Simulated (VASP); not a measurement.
# BN (F-43m) in VASP: Born charges and dielectric tensor with LDA

Aim: the Born charges and dielectric tensor of BN with LDA.

Program: VASP 6.6.1. These are calculated values, not measurements. Logs are shortened: lines on timing, memory, paths and dates and some standing lists are left out, and cuts for length are marked.

**What was measured.**

A printed reference work, monograph reports, for a bulk crystal of BN at 300 K: band gap 6.4 eV (indirect).

The results are compared with them further down.

## (1) Starting point

The structure is cubic, space group F-43m (No. 216). The conventional cell has a = 3.583 Å, b = 3.583 Å, c = 3.583 Å, α = 90.00°, β = 90.00°, γ = 90.00°. Around B (site symmetry -43m) lie 4 N at 1.55 Å. N (site symmetry -43m) is surrounded by 4 B at 1.55 Å.

The cell is a database's computed one.

## (2) Born charges and dielectric tensor, LDA

Input file INCAR:

```
ALGO     = Fast           # electronic algorithm
EDIFF    = 1E-8           # SCF threshold, eV
ENCUT    = 600            # plane-wave cutoff, eV
GGA      = CA             # functional
IBRION   = 8              # ionic algorithm
ISIF     = 2              # what is computed and relaxed
ISMEAR   = 0              # smearing method
LASPH    = T              # aspherical terms in the spheres
LCHARG   = F              # write CHGCAR
LEPSILON = T              # dielectric tensor by DFPT
LREAL    = F              # projectors in reciprocal space
LWAVE    = F              # write WAVECAR
NELM     = 80             # most SCF steps
NSW      = 1              # ionic steps
PREC     = Accurate       # precision mode
SIGMA    = 0.02           # smearing width, eV
```

Input file KPOINTS:

```
k-points
0
Gamma
  14 14 14
```

Input file POSCAR:

```
BN
1.0
    0.0000000000      1.7914300000      1.7914300000
    1.7914300000      0.0000000000      1.7914300000
    1.7914300000      1.7914300000      0.0000000000
B N
1 1
Direct
    0.0000000000      0.0000000000      0.0000000000
    0.2500000000      0.2500000000      0.2500000000
```

Potentials or basis: VASP PAW LDA potentials, release 64 (B, N).

Run with:

```console
> cat potpaw_LDA.64/B/POTCAR potpaw_LDA.64/N/POTCAR > POTCAR
> mpirun -np 1 vasp_std > vasp.out
```

OUTCAR:

```text
EDIFF = 1E-8
   ENCUT = 600
   GGA = CA
   IBRION = 8
   ISIF = 2
   ISMEAR = 0
   LASPH = T
   LEPSILON = T
   LREAL = F
   NELM = 80
   NSW = 1
   PREC = Accurate

 ion  position               nearest neighbor table
   1  0.000  0.000  0.000-   2 1.55   2 1.55   2 1.55   2 1.55
   2  0.250  0.250  0.250-   1 1.55   1 1.55   1 1.55   1 1.55

  LATTYP: Found a face centered cubic cell.
 ALAT       =     3.5828600000

  Lattice vectors:

 A1 = (   0.0000000000,   1.7914300000,   1.7914300000)
 A2 = (   1.7914300000,   0.0000000000,   1.7914300000)
 A3 = (   1.7914300000,   1.7914300000,   0.0000000000)

Analysis of symmetry for initial positions (statically):
=====================================================================
 Subroutine PRICEL returns:
 Original cell was already a primitive cell.

 Routine SETGRP: Setting up the symmetry group for a
 face centered cubic supercell.

 Subroutine GETGRP returns: Found 24 space group operations
 (whereof 24 operations were pure point group operations)
 out of a pool of 48 trial point group operations.

The static configuration has the point symmetry T_d .

Analysis of symmetry for dynamics (positions and initial velocities):
=====================================================================
 Subroutine PRICEL returns:
 Original cell was already a primitive cell.

 Routine SETGRP: Setting up the symmetry group for a
 face centered cubic supercell.

 Subroutine GETGRP returns: Found 24 space group operations
 (whereof 24 operations were pure point group operations)
 out of a pool of 48 trial point group operations.

The dynamic configuration has the point symmetry T_d .

 Subroutine INISYM returns: Found 24 space group operations
 (whereof 24 operations are pure point group operations),
 and found     1 'primitive' translations

----------------------------------------------------------------------------------------

                                     Primitive cell

  volume of cell :      11.4982

  direct lattice vectors                    reciprocal lattice vectors
     0.000000000  1.791430000  1.791430000    -0.279106635  0.279106635  0.279106635
     1.791430000  0.000000000  1.791430000     0.279106635 -0.279106635  0.279106635
     1.791430000  1.791430000  0.000000000     0.279106635  0.279106635 -0.279106635

  length of vectors
     2.533464602  2.533464602  2.533464602     0.483426873  0.483426873  0.483426873

  position of ions in fractional coordinates (direct lattice)
     0.000000000  0.000000000  0.000000000
     0.250000000  0.250000000  0.250000000

  ion indices of the primitive-cell ions
   primitive index   ion index
                 1           1
                 2           2

----------------------------------------------------------------------------------------

 KPOINTS: k-points

Automatic generation of k-mesh.
 Grid dimensions read from file:
 generate k-points for:   14   14   14

 Generating k-lattice:

  Cartesian coordinates                     Fractional coordinates (reciprocal lattice)
    -0.019936188  0.019936188  0.019936188     0.071428571  0.000000000  0.000000000
     0.019936188 -0.019936188  0.019936188     0.000000000  0.071428571  0.000000000
     0.019936188  0.019936188 -0.019936188     0.000000000  0.000000000  0.071428571

  Length of vectors
     0.034530491  0.034530491  0.034530491

[... 383 lines left out ...]
     1.791430000  0.000000000  1.791430000     0.279106635 -0.279106635  0.279106635
     1.791430000  1.791430000  0.000000000     0.279106635  0.279106635 -0.279106635

 POSITION                                       TOTAL-FORCE (eV/Angst)
 -----------------------------------------------------------------------------------
      0.00000      0.00000      0.00000        -0.000000     -0.000000     -0.000000
      0.89572      0.89572      0.89572         0.000000      0.000000      0.000000
 -----------------------------------------------------------------------------------
    total drift:                               -0.000000     -0.000000     -0.000000

  FREE ENERGIE OF THE ION-ELECTRON SYSTEM (eV)
  ---------------------------------------------------
  free  energy   TOTEN  =       -19.4164219559 eV

  energy  without entropy=      -19.4164219559  energy(sigma->0) =      -19.41642196

 HEAD OF MICROSCOPIC STATIC DIELECTRIC TENSOR (INDEPENDENT PARTICLE, excluding Hartree and local field effects)
 ------------------------------------------------------
           4.719744     0.000000     0.000000
          -0.000000     4.719744     0.000000
           0.000000    -0.000000     4.719744
 ------------------------------------------------------

 Free energy of the ion-electron system (eV)
  ---------------------------------------------------
  ---------------------------------------------------
  free energy    TOTEN  =        -0.12008754 eV

  energy without entropy =       -0.12008754

------------------------ aborting loop because EDIFF is reached ----------------------------------------

--------------------------------------- Ionic step        2  -------------------------------------------

------------------------ aborting loop because EDIFF is reached ----------------------------------------

--------------------------------------- Ionic step        3  -------------------------------------------

------------------------ aborting loop because EDIFF is reached ----------------------------------------

 PIEZOELECTRIC TENSOR FIELD DIRECTION 3  (e Angst)
 -----------------------------------------------------------------------------
    -0.00035 -0.73746  0.00000           ( -0.00000 -0.01032  0.00000)
    -0.73746 -0.00035  0.00000           ( -0.01032 -0.00000  0.00000)
     0.00000  0.00000  0.00027           (  0.00000  0.00000 -0.00000)

 PIEZOELECTRIC TENSOR FIELD DIRECTION 3  (C/m^2)
 -----------------------------------------------------------------------------
    -0.00048 -1.02759  0.00000
    -1.02759 -0.00048  0.00000
     0.00000  0.00000  0.00037

--------------------------------------- Ionic step        4  -------------------------------------------

------------------------ aborting loop because EDIFF is reached ----------------------------------------

[... ionic steps 5 to 6 ...]

--------------------------------------- Ionic step        7  -------------------------------------------

 Free energy of the ion-electron system (eV)
  ---------------------------------------------------
  ---------------------------------------------------
  free energy    TOTEN  =        -0.22710346 eV

  energy without entropy =       -0.22710346

------------------------ aborting loop because EDIFF is reached ----------------------------------------

 INTERNAL STRAIN TENSOR  FOR ION    2  DIRECTION 1   (eV/Angst):
 -----------------------------------------------------------------------------
    -0.01407  0.00000  0.00000
     0.00000  0.00802 -2.76598
     0.00000 -2.76598  0.00802

 MACROSCOPIC STATIC DIELECTRIC TENSOR (including local field effects in DFT)
 ------------------------------------------------------
           4.565334     0.000000     0.000000
           0.000000     4.565334     0.000000
          -0.000000     0.000000     4.565334
 ------------------------------------------------------

 PIEZOELECTRIC TENSOR (including local field effects)  for field in x, y, z        (e  Angst)
          XX          YY          ZZ          XY          YZ          ZX
  --------------------------------------------------------------------------------
  x     0.00000    -0.00000    -0.00000     0.00000    -0.73789     0.00000
  y    -0.00000    -0.00000    -0.00000     0.00000     0.00000    -0.73789
  z    -0.00000    -0.00000     0.00000    -0.73789     0.00000     0.00000

 PIEZOELECTRIC TENSOR (including local field effects)  for field in x, y, z        (C/m^2)
          XX          YY          ZZ          XY          YZ          ZX
  --------------------------------------------------------------------------------
  x     0.00000    -0.00000    -0.00000     0.00000    -1.02819     0.00000
  y    -0.00000    -0.00000    -0.00000     0.00000     0.00000    -1.02819
  z    -0.00000    -0.00000     0.00000    -1.02819     0.00000     0.00000

 BORN EFFECTIVE CHARGES (including local field effects) (in |e|, cummulative output)
 ---------------------------------------------------------------------------------
 ion    1
    1     1.87361    -0.00000     0.00000
    2    -0.00000     1.87361    -0.00000
    3     0.00000     0.00000     1.87361
 ion    2
    1    -1.87361     0.00000     0.00000
    2     0.00000    -1.87361     0.00000
    3    -0.00000    -0.00000    -1.87361

 INTERNAL STRAIN TENSOR FOR ION    2 for displacements in x,y,z  (eV/Angst):
          X           Y           Z          XY          YZ          ZX
  --------------------------------------------------------------------------------
  x     0.00000     0.00000     0.00000     0.00000    -2.76598     0.00000
  y     0.00000     0.00000     0.00000     0.00000     0.00000    -2.76598
  z     0.00000     0.00000     0.00000    -2.76598     0.00000     0.00000

 SECOND DERIVATIVES (NOT SYMMETRIZED)
 ------------------------------------
               1X          1Y          1Z          2X          2Y          2Z
  1X   -25.589934    0.000000    0.000000   25.589934    0.000000    0.000000
  1Y     0.000000  -25.589934    0.000000    0.000000   25.589934    0.000000
  1Z     0.000000    0.000000  -25.589934    0.000000    0.000000   25.589934
  2X    25.584503    0.000000    0.000000  -25.584503    0.000000    0.000000
  2Y     0.000000   25.584503    0.000000    0.000000  -25.584503    0.000000
  2Z     0.000000    0.000000   25.584503    0.000000    0.000000  -25.584503

 Eigenvectors and eigenvalues of the dynamical matrix
 ----------------------------------------------------

   1 f  =   32.017222 THz   201.170141 2PiTHz 1067.979579 cm-1   132.412532 meV
             X         Y         Z           dx          dy          dz
      0.000000  0.000000  0.000000     0.751223    0.000000    0.000000
      0.895715  0.895715  0.895715    -0.660049    0.000000    0.000000
[... 21 lines left out ...]
   6 f/i=    0.001685 THz     0.010585 2PiTHz    0.056195 cm-1     0.006967 meV
             X         Y         Z           dx          dy          dz
      0.000000  0.000000  0.000000     0.445075   -0.198696   -0.445075
      0.895715  0.895715  0.895715     0.506555   -0.226142   -0.506555

--------------------------------------------------------------------------------------------------------

 MACROSCOPIC STATIC DIELECTRIC TENSOR IONIC CONTRIBUTION
 ------------------------------------------------------
           2.159104    -0.000000     0.000000
          -0.000000     2.159104    -0.000000
           0.000000    -0.000000     2.159104
 ------------------------------------------------------

 ELASTIC MODULI CONTR FROM IONIC RELAXATION (kBar)
 Direction    XX          YY          ZZ          XY          YZ          ZX
 --------------------------------------------------------------------------------
 XX          -0.0000     -0.0000     -0.0000      0.0000      0.0000      0.0000
 YY          -0.0000     -0.0000     -0.0000      0.0000      0.0000      0.0000
 ZZ          -0.0000     -0.0000     -0.0000      0.0000      0.0000      0.0000
 XY           0.0000      0.0000      0.0000    -38.9695      0.0000      0.0000
 YZ           0.0000      0.0000      0.0000      0.0000    -38.9695      0.0000
 ZX           0.0000      0.0000      0.0000      0.0000      0.0000    -38.9695
 --------------------------------------------------------------------------------

 PIEZOELECTRIC TENSOR IONIC CONTR  for field in x, y, z        (C/m^2)
          XX          YY          ZZ          XY          YZ          ZX
  --------------------------------------------------------------------------------
  x    -0.00000    -0.00000    -0.00000     0.00000     0.27294    -0.00000
  y    -0.00000    -0.00000    -0.00000    -0.00000    -0.00000     0.27294
  z    -0.00000    -0.00000    -0.00000     0.27294     0.00000     0.00000
```

Run time: 3.1 min. Hardware: 1 thread of Intel Xeon Platinum 8488C (Sapphire Rapids), shared host; peak memory 0.22 GiB.

Results:

```yaml
Band_gap_on_the_k_mesh: 4.38 eV, indirect (least direct gap 8.81 eV)
Electronic_dielectric_tensor_diagonal: 4.57
Born_charges_mean_of_the_diagonal: B +1.87; N -1.87 e
Highest_phonon_frequency_at_Γ_LO-TO_splitting_left_out: 1068 cm⁻¹
```

Phonon frequencies in cm⁻¹ (negative: imaginary):
| q point | frequencies |
| --- | --- |
| (0.000, 0.000, 0.000) | 0 0 0 1068 1068 1068 |

Electronic dielectric tensor:
```
4.57 0.00 0.00
0.00 4.57 0.00
0.00 0.00 4.57
```

Born effective charge tensors (e):
atom 1, B
```
1.87 0.00 0.00
0.00 1.87 0.00
0.00 0.00 1.87
```
atom 2, N
```
-1.87  0.00  0.00
 0.00 -1.87  0.00
 0.00  0.00 -1.87
```

## (3) Comparison with measurements

Step 2. Against the measured gap of BN, 6.4 eV (indirect; 300 K; a printed reference work, monograph), the calculated 4.38 eV is off by -2.03 eV. The value is that of LDA on a finite k mesh, which can miss the band edges, without temperature or zero-point motion. Semilocal functionals fall short of measured gaps as a rule. The cell is a database's relaxed one, not the measured one, which moves gaps too.
